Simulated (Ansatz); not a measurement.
**Hg: energies, forces and stress near the listed structure**

How do energy, forces, pressure and gap of Hg change under random distortions, swapped elements, distortions that keep the symmetry? Each case is one self-consistent run.

Computed with Ansatz 0.2.0 (DFT PBE, scalar-relativistic, plane waves, PAW, unless a step's input says otherwise).

## (1) The starting structure

The structure is monoclinic, space group C2/m (No. 12). Conventional cell: a = 6.243 Å, b = 3.609 Å, c = 8.698 Å, α = 90.00°, β = 103.89°, γ = 90.00°. Hg (site symmetry m) is surrounded by 12 Hg at 3.46 to 3.61 Å. Hg (site symmetry 2/m) has 12 Hg at 3.52 to 3.61 Å as nearest neighbours.

Cell or atoms stand a little off a more symmetric structure (R-3m at a tolerance of 0.3 Å), so results at this geometry aren't those of that ideal crystal.

Structure file:

```cif
data_structure
_symmetry_space_group_name_H-M 'C2/m'
_symmetry_Int_Tables_number 12
_cell_length_a 6.2435
_cell_length_b 3.6092
_cell_length_c 8.6983
_cell_angle_alpha 90.000
_cell_angle_beta 103.886
_cell_angle_gamma 90.000
_cell_volume 190.28
loop_
_atom_site_label
_atom_site_type_symbol
_atom_site_symmetry_multiplicity
_atom_site_Wyckoff_symbol
_atom_site_fract_x
_atom_site_fract_y
_atom_site_fract_z
_atom_site_occupancy
Hg1 Hg 4 i 0.77753 0.00000 0.33629 1
Hg2 Hg 2 a 0.00000 0.00000 0.00000 1
```

The structure comes from the Materials Project (structure only).

## (2) A random distortion, cell strained

What differs from the listed cell: strain xx, yy, zz, yz, xz, xy = +1.1, -0.7, -2.8, -1.2, -1.2, +0.8 %; atoms moved by 0.03 Å root mean square, at most 0.04 Å.

The input, input.yaml:

```yaml
crystal:
  lattice:
    - [3.1400248225, -1.7658807246, -0.0155677676]
    - [3.1694395837, 1.8167650126, -0.0591665793]
    - [-2.2106058669, -0.1190172659, 8.2293341779]
  atoms:
    - { symbol: Hg, position: [0.7653540233, 0.7826377604, 0.3352110512] }
    - { symbol: Hg, position: [0.2308497138, 0.2227148866, 0.6652721279] }
    - { symbol: Hg, position: [0.0037966588, -0.0053522511, -0.0004819948] }
basis:
  ecutwfc: 420
kpoints:
  mp_grid: { grid: [12, 12, 4] }
hamiltonian:
  xc: pbe
scf:
  occupations: { method: gaussian, width: 0.05 }
output:
  forces: true
  stress: true
  eigenvalues: true
```

Started as:

```
$ ansatz run input.yaml --threads 1 --pin off --max-ram 1331MiB --backend cpu --events-out ev --progress --plain --runs-dir out
```

## (3) A distortion that keeps the symmetry

The input, input.yaml:

```yaml
crystal:
  lattice:
    - [3.1723700084, -1.7772470933, 0.0010301727]
    - [3.1723700084, 1.7772470933, 0.0010301727]
    - [-2.1185379324, 0.0, 7.9413009545]
  atoms:
    - { symbol: Hg, position: [0.7834957515, 0.7834957515, 0.3507689725] }
    - { symbol: Hg, position: [0.2165042485, 0.2165042485, 0.6492310275] }
    - { symbol: Hg, position: [0.0, 0.0, 0.0] }
basis:
  ecutwfc: 420
kpoints:
  mp_grid: { grid: [12, 12, 4] }
hamiltonian:
  xc: pbe
scf:
  occupations: { method: gaussian, width: 0.05 }
output:
  forces: true
  stress: true
  eigenvalues: true
  populations: true
```

## (4) One element swapped, cell strained: Hg → Zn, first probe

The input, input.yaml:

```yaml
crystal:
  lattice:
    - [3.2284165117, -1.7422315515, 0.001400524]
    - [3.2284165117, 1.7422315515, 0.001400524]
    - [-2.1550137597, 0.0, 7.8611953898]
  atoms:
    - { symbol: Zn, position: [0.7711332994, 0.7711332994, 0.3280095155] }
    - { symbol: Zn, position: [0.2288667006, 0.2288667006, 0.6719904845] }
    - { symbol: Zn, position: [0.0, 0.0, 0.0] }
basis:
  ecutwfc: 420
kpoints:
  mp_grid: { grid: [6, 6, 2] }
hamiltonian:
  xc: pbe
scf:
  occupations: { method: gaussian, width: 0.1 }
output:
  forces: true
  stress: true
  eigenvalues: true
```

## (5) Substitution of an element, cell strained: Hg → Zn

input.yaml: that of step 4 with these lines changed.

```diff
@@ -12,3 +12,3 @@
 kpoints:
-  mp_grid: { grid: [6, 6, 2] }
+  mp_grid: { grid: [14, 14, 6] }
 hamiltonian:
```

What does the calculation give? Wanted: for each run, case; energy; pressure; largest force.

**Answer**, as computed:

| step | case | energy (meV/atom) | pressure (GPa) | largest force (eV/Å) | gap on the mesh (eV) |
| --- | --- | --- | --- | --- | --- |
| 2 | a random distortion, cell strained | +0.0 | 0.1 | 0.02 | 0.15 |
| 3 | a distortion that keeps the symmetry | +14.2 | 0.8 | 0.31 | 0.00 |
| 5 | substitution of an element, cell strained: Hg → Zn | n/a | -5.0 | 0.02 | 0.00 |

Energies are counted from step 2, with the smearing taken to zero. Other atoms or functionals have another zero of energy (n/a). A gap of 0.00 means none on the mesh at this level.

In words: Among the distorted cells of the listed formula and level the largest force, 0.31 eV/Å, comes in step 3, shared by 2 atoms. Among the distorted cells of the listed formula and level the gap runs from none (metal) to 0.15 eV. These runs have no spin-orbit coupling; with Hg it would split and shift bands.
